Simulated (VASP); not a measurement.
# Sc (I4/mmm) in VASP: further runs

The runs below take Sc through single point, with PBE.

All numbers are computed with VASP 6.6.1; they aren't measurements. Logs are shortened: lines on timing, memory, paths and dates and some standing lists are left out, and cuts for length are marked.

## Step 1: Starting point

It takes space group I4/mmm (No. 139, tetragonal). The conventional cell has a = 3.834 Å, b = 3.834 Å, c = 3.435 Å, α = 90.00°, β = 90.00°, γ = 90.00°. Sc (site symmetry 4/mmm) is surrounded by 10 Sc at 3.21 to 3.44 Å.

This isn't the form of Sc at room conditions, which is hcp.

## Step 2: Single point, PBE

INCAR

```
SYSTEM = Sc
PREC     = Accurate       ! precision mode
ENCUT    = 520            ! plane-wave cutoff, eV
EDIFF    = 1E-6           ! SCF threshold, eV
ISMEAR   = 0              ! smearing method
SIGMA    = 0.15           ! smearing width, eV
LREAL    = .FALSE.        ! projectors in reciprocal space
LASPH    = .TRUE.         ! aspherical terms in the spheres
NELM     = 100            ! most SCF steps
ALGO     = Fast           ! electronic algorithm
ISIF     = 2              ! what is computed and relaxed
LWAVE    = .FALSE.        ! write WAVECAR
LCHARG   = .FALSE.        ! write CHGCAR
GGA      = PE             ! functional
NBANDS   = 12             ! bands
```

KPOINTS

```
Automatic mesh
0
G
  20 20 20
  0 0 0
```

POSCAR

```
Sc
1.0
   -1.9172054859      1.9172054859      1.7176030000
    1.9172054859     -1.9172054859      1.7176030000
    1.9172054859      1.9172054859     -1.7176030000
Sc
1
Direct
    0.0000000000      0.0000000000      0.0000000000
```

Potentials or basis: VASP PAW PBE potentials, release 64 (Sc_sv).

Command:

```console
$ cat potpaw_PBE.64/Sc_sv/POTCAR > POTCAR
$ mpirun -np 1 vasp_std > vasp.out
```

OUTCAR:

```text
SYSTEM = Sc
   PREC = Accurate
   ENCUT = 520
   EDIFF = 1E-6
   ISMEAR = 0
   LREAL = .FALSE.
   LASPH = .TRUE.
   NELM = 100
   ISIF = 2
   GGA = PE

 ion  position               nearest neighbor table
   1  0.000  0.000  0.000-

  LATTYP: Found a body centered tetragonal cell.
 ALAT       =     3.8344109718
 C/A-ratio  =     0.8958888406

  Lattice vectors:

 A1 = (  -1.9172054859,   1.9172054859,   1.7176030000)
 A2 = (   1.9172054859,  -1.9172054859,   1.7176030000)
 A3 = (   1.9172054859,   1.9172054859,  -1.7176030000)

Analysis of symmetry for initial positions (statically):
=====================================================================
 Subroutine PRICEL returns:
 Original cell was already a primitive cell.

 Routine SETGRP: Setting up the symmetry group for a
 body centered tetragonal supercell.

 Subroutine GETGRP returns: Found 16 space group operations
 (whereof 16 operations were pure point group operations)
 out of a pool of 16 trial point group operations.

The static configuration has the point symmetry D_4h.

Analysis of symmetry for dynamics (positions and initial velocities):
=====================================================================
 Subroutine PRICEL returns:
 Original cell was already a primitive cell.

 Routine SETGRP: Setting up the symmetry group for a
 body centered tetragonal supercell.

 Subroutine GETGRP returns: Found 16 space group operations
 (whereof 16 operations were pure point group operations)
 out of a pool of 16 trial point group operations.

The dynamic configuration has the point symmetry D_4h.

 Subroutine INISYM returns: Found 16 space group operations
 (whereof 16 operations are pure point group operations),
 and found     1 'primitive' translations

----------------------------------------------------------------------------------------

                                     Primitive cell

  volume of cell :      25.2534

  direct lattice vectors                    reciprocal lattice vectors
    -1.917205486  1.917205486  1.717603000     0.000000000  0.260796249  0.291103357
     1.917205486 -1.917205486  1.717603000     0.260796249  0.000000000  0.291103357
     1.917205486  1.917205486 -1.717603000     0.260796249  0.260796249  0.000000000

  length of vectors
     3.209597142  3.209597142  3.209597142     0.390839927  0.390839927  0.368821593

  position of ions in fractional coordinates (direct lattice)
     0.000000000  0.000000000  0.000000000

  ion indices of the primitive-cell ions
   primitive index   ion index
                 1           1

----------------------------------------------------------------------------------------

 KPOINTS: Automatic mesh

Automatic generation of k-mesh.
 Grid dimensions read from file:
 generate k-points for:   20   20   20

 Generating k-lattice:

  Cartesian coordinates                     Fractional coordinates (reciprocal lattice)
     0.000000000  0.013039812  0.014555168     0.050000000 -0.000000000  0.000000000
     0.013039812  0.000000000  0.014555168    -0.000000000  0.050000000  0.000000000
     0.013039812  0.013039812  0.000000000     0.000000000  0.000000000  0.050000000

  Length of vectors
     0.019541996  0.019541996  0.018441080

  Shift w.r.t. Gamma in fractional coordinates (k-lattice)
     0.000000000  0.000000000  0.000000000

 Subroutine IBZKPT returns following result:
 ===========================================

 Found    641 irreducible k-points:

 Following reciprocal coordinates:
            Coordinates               Weight
  0.000000  0.000000  0.000000      1.000000
  0.050000  0.000000  0.000000      8.000000
  0.100000  0.000000 -0.000000      8.000000
  0.150000  0.000000  0.000000      8.000000
  0.200000  0.000000 -0.000000      8.000000
  0.250000 -0.000000  0.000000      8.000000
[... 16 lines left out ...]
 -0.400000  0.050000 -0.000000     16.000000
 -0.350000  0.050000  0.000000     16.000000
 [... further k-points ...]
   k-points           NKPTS =    641   k-points in BZ     NKDIM =    641   number of bands    NBANDS=     12
   number of dos      NEDOS =    301   number of ions     NIONS =      1
   total plane-waves  NPLWV =  13824
   dimension x,y,z NGX =    24 NGY =   24 NGZ =   24
   dimension x,y,z NGXF=    48 NGYF=   48 NGZF=   48
   ions per type =               1
   NGX,Y,Z   is equivalent  to a cutoff of  12.43, 12.43, 12.43 a.u.
   NGXF,Y,Z  is equivalent  to a cutoff of  24.86, 24.86, 24.86 a.u.
 SYSTEM =  Sc
   PREC   = accura    normal or accurate (medium, high low for compatibility)
   ISTART =      0    job   : 0-new  1-cont  2-samecut
   ICHARG =      2    charge: 1-file 2-atom 10-const
   ISPIN  =      1    spin polarized calculation?
   LNONCOLLINEAR =      F non collinear calculations
   LSORBIT =      F    spin-orbit coupling
   LASPH  =      T    aspherical Exc in radial PAW
   ENCUT  =  520.0 eV  38.22 Ry    6.18 a.u.   5.97  5.97  5.97*2*pi/ulx,y,z
   NELM   =    100;   NELMIN=  2; NELMDL= -5     # of ELM steps
   EDIFF  = 0.1E-05   stopping-criterion for ELM
   LREAL  =      F    real-space projection
   EDIFFG = 0.1E-04   stopping-criterion for IOM
   NSW    =      0    number of steps for IOM
   IBRION =     -1    ionic relax: 0-MD 1-quasi-New 2-CG
   NFREE  =      0    steps in history (QN), initial steepest desc. (CG)
   ISIF   =      2    stress and relaxation
   ISYM   =      2    0-nonsym 1-usesym 2-fastsym
   POTIM  = 0.5000    time-step for ionic-motion
   TEBEG  =    0.0;   TEEND  =   0.0 temperature during run
   PSTRESS=    0.0 pullay stress
   NELECT =      11.0000    total number of electrons
   NUPDOWN=      -1.0000    fix difference up-down
   EMIN   =  10.00;   EMAX   =-10.00  energy-range for DOS
   EFERMI =   0.00;   METHOD = LEGACY
   ISMEAR =     0;   SIGMA  =   0.15  broadening in eV -4-tet -1-fermi 0-gaus
   EFERMI_NEDOS =   21; number of points for ismear=-14 and -15
   IALGO  =     68    algorithm
   IMIX   =      4    mixing-type and parameters
     AMIX     =   0.40;   BMIX     =  1.00
     AMIX_MAG =   1.60;   BMIX_MAG =  1.00
  volume/ion in A,a.u.               =      25.25       170.42
  Fermi-wavevector in a.u.,A,eV,Ry     =   1.240983  2.345117 20.953486  1.540038
  Thomas-Fermi vector in A             =   2.375400
   LORBIT       =      0    0 simple, 1 ext, 2 COOP (PROOUT), +10 PAW based schemes
   GGA     = PE    functional components
   LHFCALC =     F    Hartree Fock is set to
   AEXX    =    0.0000 exact exchange contribution
   IVDW    =     0    specifies the selected vdW correction
   LEPSILON=     F    determine dielectric tensor
   LRPA    =     F    only Hartree local field effects (RPA)
 non-spin polarized calculation
 RMM-DIIS sequential band-by-band and
 Gauss-broadening in eV      SIGMA  =   0.15
  energy-cutoff  :      520.00
  volume of cell :       25.25
 maximum number of plane-waves:       700
   NGX = 11   NGY = 11   NGZ = 11

 number of electron      11.0000004 magnetization

 Free energy of the ion-electron system (eV)
  ---------------------------------------------------
  ext. energy  EPLUGINS =         0.00000000
  ---------------------------------------------------
  free energy    TOTEN  =        -6.15423933 eV

  energy without entropy =       -6.12500545  energy(sigma->0) =       -6.13962239

 E-fermi :   3.6446     XC(G=0):  -9.7837

 val. band max:        3.6432892631   @ k =   0.3000   0.3000   0.1000
 cond. band min:       3.6460988117   @ k =  -0.2000  -0.4000   0.1000
 fundamental gap:      0.0028095486
 Fermi energy:         3.6446215281

 k-point     1 :       0.0000    0.0000    0.0000
  band No.  band energies     occupation
      1     -45.9873      2.00000
      2     -24.4183      2.00000
      3     -24.4183      2.00000
      4     -24.3902      2.00000
      5      -1.5376      2.00000
      6       4.6635      0.00000
      7       5.3526      0.00000
      8       5.3526      0.00000
      9       5.9900      0.00000
     10       6.7635      0.00000
     11      17.0437      0.00000
     12      17.0437      0.00000

 k-point     2 :       0.0500    0.0000    0.0000
  band No.  band energies     occupation
      1     -45.9858      2.00000
      2     -24.4231      2.00000
      3     -24.4213      2.00000
      4     -24.3952      2.00000
      5      -1.4688      2.00000
      6       4.6756      0.00000
      7       5.3327      0.00000
      8       5.3494      0.00000
      9       5.9965      0.00000
     10       6.7302      0.00000
     11      17.0391      0.00000
     12      17.1092      0.00000

 k-point     3 :       0.1000    0.0000   -0.0000
  band No.  band energies     occupation
      1     -45.9815      2.00000
      2     -24.4434      2.00000
      3     -24.4300      2.00000
      4     -24.4032      2.00000
      5      -1.2654      2.00000
      6       4.6809      0.00000
      7       5.2562      0.00000
      8       5.3754      0.00000
      9       6.0284      0.00000
     10       6.6484      0.00000
     11      16.9789      0.00000
     12      17.2924      0.00000
[... 286 lines left out ...]
 k-point    23 :      -0.4000    0.0500   -0.0000
  band No.  band energies     occupation
      1     -45.9358      2.00000
      2     -24.7124      2.00000
      3     -24.5240      2.00000
      4     -24.4262      2.00000
      5       1.4024      2.00000
      6       3.8815      0.02554
      7       4.1331      0.00000
      8       6.4467      0.00000
      9       6.7831      0.00000
     10       7.1979      0.00000
     11      12.0204      0.00000
     12      14.3324      0.00000

 k-point    24 :      -0.3500    0.0500    0.0000
  band No.  band energies     occupation
      1     -45.9435      2.00000
      2     -24.6683      2.00000
      3     -24.5081      2.00000
      4     -24.4226      2.00000
      5       0.8856      2.00000
      6       4.0209      0.00039
      7       4.2449      0.00000
      8       6.4619      0.00000
      9       6.5748      0.00000
     10       6.8198      0.00000
     11      13.0715      0.00000
     12      14.8237      0.00000

 [... further k-points ...]

------------------------ aborting loop because EDIFF is reached ----------------------------------------

  FORCE on cell =-STRESS in cart. coord.  units (eV):
  Direction    XX          YY          ZZ          XY          YZ          ZX
  --------------------------------------------------------------------------------------
  -------------------------------------------------------------------------------------
  Total       -0.1814514     -0.1814514     -0.0019962      0.0000000      0.0000000      0.0000000
  in kB      -11.5120018    -11.5120018     -0.1266498      0.0000000      0.0000000      0.0000000
  external PRESSURE =      -7.7168845 kB  Pullay stress =       0.0000000 kB

 VOLUME and BASIS-vectors are now :
 -----------------------------------------------------------------------------
  energy-cutoff  :      520.00
  volume of cell :       25.25
      direct lattice vectors                 reciprocal lattice vectors
    -1.917205486  1.917205486  1.717603000     0.000000000  0.260796249  0.291103357
     1.917205486 -1.917205486  1.717603000     0.260796249  0.000000000  0.291103357
     1.917205486  1.917205486 -1.717603000     0.260796249  0.260796249  0.000000000

 POSITION                                       TOTAL-FORCE (eV/Angst)
 -----------------------------------------------------------------------------------
      0.00000      0.00000      0.00000         0.000000      0.000000      0.000000
 -----------------------------------------------------------------------------------
    total drift:                               -0.000000      0.000000      0.000000

  FREE ENERGIE OF THE ION-ELECTRON SYSTEM (eV)
  ---------------------------------------------------
  free  energy   TOTEN  =        -6.1542393327 eV

  energy  without entropy=       -6.1250054547  energy(sigma->0) =       -6.13962239
```

Run time: 48 s. Hardware: 1 thread of Intel Xeon 6975P-C (Granite Rapids), shared host; peak memory 0.28 GiB.

What came out:

```yaml
Free_energy: -6.1542 eV
Pressure: -0.8 GPa
Band_gap_on_the_k_mesh: none (metal or under the smearing width)
```

Stress tensor (GPa, compression positive):
```
-1.15  0.00  0.00
 0.00 -1.15  0.00
 0.00  0.00 -0.01
```

Levels at points of the mesh, in eV from the Fermi level:
```
           k point  band 2  band 3  band 4  band 5  band 6  band 7  band 8  band 9
(0.00, 0.00, 0.00)  -28.06  -28.06  -28.03   -5.18    1.02    1.71    1.71    2.35
(0.50, 0.00, 0.00)  -28.41  -28.18  -28.07   -1.69    0.07    0.63    2.74    3.45
(0.50, 0.50, 0.00)  -28.43  -28.13  -28.05   -1.83    0.06    0.86    2.25    2.87
(0.50, 0.50, 0.50)  -28.34  -28.34  -28.23   -1.27   -1.05    3.73    3.73    3.87
```

(Part 1 of 2 ends here.)
